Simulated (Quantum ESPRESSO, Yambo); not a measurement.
# Beyond one shot: RbBr (Fm-3m), part 2 of 2

How far does self-consistency move the gap of RbBr (Fm-3m)?

Quantum ESPRESSO 7.5 and Yambo 5.3.0; PBE and many-body steps on it, plane waves. Known limits of the many-body steps: not at the basis limit; no spin-orbit coupling.

So far. Step 5 (evGW0, cycle 1): Against G0W0 in Yambo (4×4×4 mesh, 195 bands, screening to 197.3 eV, Godby-Needs plasmon pole), the gap moves by +0.233 eV. Step 6 (evGW0, cycle 2): Against the cycle before, the gap moves by +0.016 eV.

The database entry behind the starting cell differs from later determinations by our own check (about 0.5 % short), so it need not match the best structure at ambient conditions.

### Step 7. evGW0, cycle 3

Level of this step: evGW0 on PBE, plane waves, norm-conserving pseudopotentials (Yambo).

File gw5.in:

```
HF_and_locXC
gw0
dyson
ppa
em1d
rim_cut
RandQpts= 1000000
RandGvec= 1 RL
EXXRLvcs= 76 Ry
VXCRLvcs= 304 Ry
Chimod= "HARTREE"
% BndsRnXp
 1 | 195 |
%
NGsBlkXp= 14.5 Ry
% LongDrXp
 1 | 1 | 1 |
%
% GbndRnge
 1 | 195 |
%
DysSolver= "n"
ExtendOut
PPAPntXp= 27.21138 eV
% QPkrange
 1 | 8 | 10 | 16 |
%
GfnQPdb= "E < ./gw4_fix/ndb.QP"
```

The run is started by

```sh
$ OMP_NUM_THREADS=1 mpirun -n 16 yambo -F gw5.in -J gw5,gw1_W -C gw5 > gw5.log
```

The program printed:

```text
 Yambo, version 5.3.0

 [02] CORE Variables Setup
 =========================

  [... cell, symmetries and grids as in the set-up ...]

  [02.05] Energies & Occupations
  ==============================

  [X] === General ===
  [X] Electronic Temperature                        :  0.000000  0.000000 [eV K]
  [X] Bosonic    Temperature                        :  0.000000  0.000000 [eV K]
  [X] Finite Temperature mode                       : no
  [X] El. density                                   :  0.32300E+24 [cm-3]
[...]
Sx RL components                                 :   6081

   QP @ state[ 1 ] K range                          :   1   8
   QP @ state[ 1 ] b range                          :  10  16
   GF energies kind                                 : Perdew, Burke & Ernzerhof(X)+Perdew, Burke & Ernzerhof(C)+ E < ./gw2/ndb.QP + @E Fit+ E < ./gw3_fix/
   GF WF`s kind                                     : Perdew, Burke & Ernzerhof(X)+Perdew, Burke & Ernzerhof(C)
   Xs energies kind                                 : Perdew, Burke & Ernzerhof(X)+Perdew, Burke & Ernzerhof(C)
   Xs WF`s kind                                     : Perdew, Burke & Ernzerhof(X)+Perdew, Burke & Ernzerhof(C)

 [13] Game Over & Game summary
```

Wall time 13 min (16 MPI ranks of AMD EPYC 7R43, shared host); peak memory 8.3 GiB; 3.3 h of CPU time.

Numbers from this step:

```yaml
quasiparticle_gap_on_the_mesh: 7.818 eV
gap_of_the_density_functional_on_the_mesh: 4.364 eV
k_of_the_valence_top: 0, 0, 0
k_of_the_conduction_bottom: 0, 0, 0
least_direct_quasiparticle_gap_on_the_computed_points: 7.818 eV
```

Against the cycle before, the gap moves by +0.001 eV.

The program's own table gives 8.154 eV, which is too large where the input levels are shifted: this version takes Σc at the unshifted level E₀, yet steps from the shifted one. The value above is the Newton step from E₀, E₀ + Z(Σc + Σx − Vxc), rebuilt from the printed columns.

### Step 8. evGW, cycle 1

This step: evGW on PBE, plane waves, norm-conserving pseudopotentials.

gw6.in, as its differences from gw5.in of step 7:

```diff
@@ -27,2 +27,3 @@
 %
-GfnQPdb= "E < ./gw4_fix/ndb.QP"
+GfnQPdb= "E < ./gw2/ndb.QP"
+XfnQPdb= "E < ./gw2/ndb.QP"
```

The run is started by

```sh
$ OMP_NUM_THREADS=1 mpirun -n 16 yambo -F gw6.in -J gw6 -C gw6 > gw6.log
```

The program printed:

```text
 Yambo, version 5.3.0

 [02] CORE Variables Setup
 =========================

  [... cell, symmetries and grids as in the set-up ...]

  [02.05] Energies & Occupations
  ==============================

  [X] === General ===
  [X] Electronic Temperature                        :  0.000000  0.000000 [eV K]
  [X] Bosonic    Temperature                        :  0.000000  0.000000 [eV K]
  [X] Finite Temperature mode                       : no
  [X] El. density                                   :  0.32300E+24 [cm-3]
[...]
Sx RL components                                 :   6081

   QP @ state[ 1 ] K range                          :   1   8
   QP @ state[ 1 ] b range                          :  10  16
   GF energies kind                                 : Perdew, Burke & Ernzerhof(X)+Perdew, Burke & Ernzerhof(C)+ E < ./gw2/ndb.QP + @E Fit
   GF WF`s kind                                     : Perdew, Burke & Ernzerhof(X)+Perdew, Burke & Ernzerhof(C)
   Xs energies kind                                 : Perdew, Burke & Ernzerhof(X)+Perdew, Burke & Ernzerhof(C)
   Xs WF`s kind                                     : Perdew, Burke & Ernzerhof(X)+Perdew, Burke & Ernzerhof(C)

 [15] Game Over & Game summary
```

Run time: 13 min. Hardware: 16 MPI ranks; peak memory 8.6 GiB.

Numbers from this step:

| Property | Result |
| --- | --- |
| quasiparticle gap on the mesh | 8.411 eV |
| gap of the density functional on the mesh | 4.364 eV |
| k of the valence top | 0, 0, 0 |
| k of the conduction bottom | 0, 0, 0 |
| least direct quasiparticle gap on the computed points | 8.411 eV |

Against G0W0 in Yambo (4×4×4 mesh, 195 bands, screening to 197.3 eV, Godby-Needs plasmon pole), the gap moves by +0.843 eV.

The program's own table gives 8.666 eV, which is too large where the input levels are shifted: this version takes Σc at the unshifted level E₀, yet steps from the shifted one. The value above is the Newton step from E₀, E₀ + Z(Σc + Σx − Vxc), rebuilt from the printed columns.

### Step 9. evGW, cycle 2

gw7.in, as its differences from gw6.in of step 8:

```diff
@@ -27,3 +27,3 @@
 %
-GfnQPdb= "E < ./gw2/ndb.QP"
-XfnQPdb= "E < ./gw2/ndb.QP"
+GfnQPdb= "E < ./gw6_fix/ndb.QP"
+XfnQPdb= "E < ./gw6_fix/ndb.QP"
```

The run is started by

```sh
$ OMP_NUM_THREADS=1 mpirun -n 16 yambo -F gw7.in -J gw7 -C gw7 > gw7.log
```

The program printed:

```text
 Yambo, version 5.3.0

 [02] CORE Variables Setup
 =========================

  [... cell, symmetries and grids as in the set-up ...]

  [02.05] Energies & Occupations
  ==============================

  [X] === General ===
  [X] Electronic Temperature                        :  0.000000  0.000000 [eV K]
  [X] Bosonic    Temperature                        :  0.000000  0.000000 [eV K]
  [X] Finite Temperature mode                       : no
  [X] El. density                                   :  0.32300E+24 [cm-3]
[...]
Sx RL components                                 :   6081

   QP @ state[ 1 ] K range                          :   1   8
   QP @ state[ 1 ] b range                          :  10  16
   GF energies kind                                 : Perdew, Burke & Ernzerhof(X)+Perdew, Burke & Ernzerhof(C)+ E < ./gw2/ndb.QP + @E Fit+ E < ./gw6_fix/
   GF WF`s kind                                     : Perdew, Burke & Ernzerhof(X)+Perdew, Burke & Ernzerhof(C)
   Xs energies kind                                 : Perdew, Burke & Ernzerhof(X)+Perdew, Burke & Ernzerhof(C)
   Xs WF`s kind                                     : Perdew, Burke & Ernzerhof(X)+Perdew, Burke & Ernzerhof(C)

 [15] Game Over & Game summary
```

Run time: 14 min. Hardware: 16 MPI ranks; peak memory 8.6 GiB; 3.6 h of CPU time.

Numbers from this step:

```yaml
quasiparticle_gap_on_the_mesh: 8.590 eV
gap_of_the_density_functional_on_the_mesh: 4.364 eV
k_of_the_valence_top: 0, 0, 0
k_of_the_conduction_bottom: 0, 0, 0
least_direct_quasiparticle_gap_on_the_computed_points: 8.590 eV
```

Against the cycle before, the gap moves by +0.179 eV.

The program's own table gives 8.881 eV, which is too large where the input levels are shifted: this version takes Σc at the unshifted level E₀, yet steps from the shifted one. The value above is the Newton step from E₀, E₀ + Z(Σc + Σx − Vxc), rebuilt from the printed columns.

### Step 10. evGW, cycle 3

gw8.in, as its differences from gw7.in of step 9:

```diff
@@ -27,3 +27,3 @@
 %
-GfnQPdb= "E < ./gw6_fix/ndb.QP"
-XfnQPdb= "E < ./gw6_fix/ndb.QP"
+GfnQPdb= "E < ./gw7_fix/ndb.QP"
+XfnQPdb= "E < ./gw7_fix/ndb.QP"
```

The run is started by

```sh
$ OMP_NUM_THREADS=1 mpirun -n 16 yambo -F gw8.in -J gw8 -C gw8 > gw8.log
```

The program printed:

```text
 Yambo, version 5.3.0

 [02] CORE Variables Setup
 =========================

  [... cell, symmetries and grids as in the set-up ...]

  [02.05] Energies & Occupations
  ==============================

  [X] === General ===
  [X] Electronic Temperature                        :  0.000000  0.000000 [eV K]
  [X] Bosonic    Temperature                        :  0.000000  0.000000 [eV K]
  [X] Finite Temperature mode                       : no
  [X] El. density                                   :  0.32300E+24 [cm-3]
[...]
Sx RL components                                 :   6081

   QP @ state[ 1 ] K range                          :   1   8
   QP @ state[ 1 ] b range                          :  10  16
   GF energies kind                                 : Perdew, Burke & Ernzerhof(X)+Perdew, Burke & Ernzerhof(C)+ E < ./gw2/ndb.QP + @E Fit+ E < ./gw6_fix/
   GF WF`s kind                                     : Perdew, Burke & Ernzerhof(X)+Perdew, Burke & Ernzerhof(C)
   Xs energies kind                                 : Perdew, Burke & Ernzerhof(X)+Perdew, Burke & Ernzerhof(C)
   Xs WF`s kind                                     : Perdew, Burke & Ernzerhof(X)+Perdew, Burke & Ernzerhof(C)

 [15] Game Over & Game summary
```

Run time: 14 min. Hardware: 16 MPI ranks; peak memory 8.6 GiB; 3.7 h of CPU time.

This step gave:

```
quasiparticle gap on the mesh                         : 8.626 eV
gap of the density functional on the mesh             : 4.364 eV
k of the valence top                                  : 0, 0, 0
k of the conduction bottom                            : 0, 0, 0
least direct quasiparticle gap on the computed points : 8.626 eV
```

Against the cycle before, the gap moves by +0.036 eV.

The program's own table gives 8.923 eV, which is too large where the input levels are shifted: this version takes Σc at the unshifted level E₀, yet steps from the shifted one. The value above is the Newton step from E₀, E₀ + Z(Σc + Σx − Vxc), rebuilt from the printed columns.

### Step 11. evGW, cycle 4

gw9.in, as its differences from gw8.in of step 10:

```diff
@@ -27,3 +27,3 @@
 %
-GfnQPdb= "E < ./gw7_fix/ndb.QP"
-XfnQPdb= "E < ./gw7_fix/ndb.QP"
+GfnQPdb= "E < ./gw8_fix/ndb.QP"
+XfnQPdb= "E < ./gw8_fix/ndb.QP"
```

The run is started by

```sh
$ OMP_NUM_THREADS=1 mpirun -n 16 yambo -F gw9.in -J gw9 -C gw9 > gw9.log
```

The program printed:

```text
 Yambo, version 5.3.0

 [02] CORE Variables Setup
 =========================

  [... cell, symmetries and grids as in the set-up ...]

  [02.05] Energies & Occupations
  ==============================

  [X] === General ===
  [X] Electronic Temperature                        :  0.000000  0.000000 [eV K]
  [X] Bosonic    Temperature                        :  0.000000  0.000000 [eV K]
  [X] Finite Temperature mode                       : no
  [X] El. density                                   :  0.32300E+24 [cm-3]
[...]
Sx RL components                                 :   6081

   QP @ state[ 1 ] K range                          :   1   8
   QP @ state[ 1 ] b range                          :  10  16
   GF energies kind                                 : Perdew, Burke & Ernzerhof(X)+Perdew, Burke & Ernzerhof(C)+ E < ./gw2/ndb.QP + @E Fit+ E < ./gw6_fix/
   GF WF`s kind                                     : Perdew, Burke & Ernzerhof(X)+Perdew, Burke & Ernzerhof(C)
   Xs energies kind                                 : Perdew, Burke & Ernzerhof(X)+Perdew, Burke & Ernzerhof(C)
   Xs WF`s kind                                     : Perdew, Burke & Ernzerhof(X)+Perdew, Burke & Ernzerhof(C)

 [15] Game Over & Game summary
```

It took 14 min on 16 MPI ranks; peak memory 8.6 GiB; 3.7 h of CPU time.

This step gave:

* quasiparticle gap on the mesh: 8.633 eV
* gap of the density functional on the mesh: 4.364 eV
* k of the valence top: 0, 0, 0
* k of the conduction bottom: 0, 0, 0
* least direct quasiparticle gap on the computed points: 8.633 eV

Against the cycle before, the gap moves by +0.008 eV.

The program's own table gives 8.932 eV, which is too large where the input levels are shifted: this version takes Σc at the unshifted level E₀, yet steps from the shifted one. The value above is the Newton step from E₀, E₀ + Z(Σc + Σx − Vxc), rebuilt from the printed columns.

### Step 12. Side by side

Times are wall times on 16 MPI ranks of AMD EPYC 7R43, shared host, good to a factor of about two.

```
           run   mesh  bands  screening cutoff (eV)  DFT gap (eV)  gap on the mesh (eV)  direct (eV)     time
          G0W0  4×4×4    195                  197.3         4.364                 7.568        7.568  2.2 min
evGW0, cycle 1  4×4×4    195                  197.3         4.364                 7.801        7.801   15 min
evGW0, cycle 2  4×4×4    195                  197.3         4.364                 7.817        7.817   14 min
evGW0, cycle 3  4×4×4    195                  197.3         4.364                 7.818        7.818   13 min
 evGW, cycle 1  4×4×4    195                  197.3         4.364                 8.411        8.411   13 min
 evGW, cycle 2  4×4×4    195                  197.3         4.364                 8.590        8.590   14 min
 evGW, cycle 3  4×4×4    195                  197.3         4.364                 8.626        8.626   14 min
 evGW, cycle 4  4×4×4    195                  197.3         4.364                 8.633        8.633   14 min
```

### Step 13. Summary of results

```yaml
g0w0: 7.568 eV
evgw0_cycle_1: 7.801 eV
evgw0_cycle_2: 7.817 eV
evgw0_cycle_3: 7.818 eV
evgw_cycle_1: 8.411 eV
evgw_cycle_2: 8.590 eV
evgw_cycle_3: 8.626 eV
evgw_cycle_4: 8.633 eV
known_limits: not at the basis limit; no spin-orbit coupling
```

**Reading.** evGW0 ends at 7.82 eV, +0.25 eV from G0W0, after 3 cycles that took 42 min beside the first screening; the last moved the gap by 0.001 eV. evGW ends at 8.63 eV, +1.07 eV from G0W0, after 4 cycles that took 55 min beside the first screening; the last moved the gap by 0.008 eV. Bands and cutoff are finite, so the gap is not at the basis limit. The miss can reach some tenths of an eV and take either sign; the mesh is an error of its own. The many-body steps are scalar-relativistic: spin-orbit coupling is not in them.

[Paths, hosts, dates, memory and timing lines, banners, echoed tables and standing remarks are left out of the program output.]

[Logs are printed without paths, hosts, clocks, repeated set-up lines and the standing remarks that a program may print on its own settings, such as how far it seeks lower states.]

[Runs of the session that timed out or met a known fault of the program may be left out.]

[Hosts, paths, dates, database ids (printed as entryN), source tags and the programs' standing remarks are cut or masked in the printed files.]
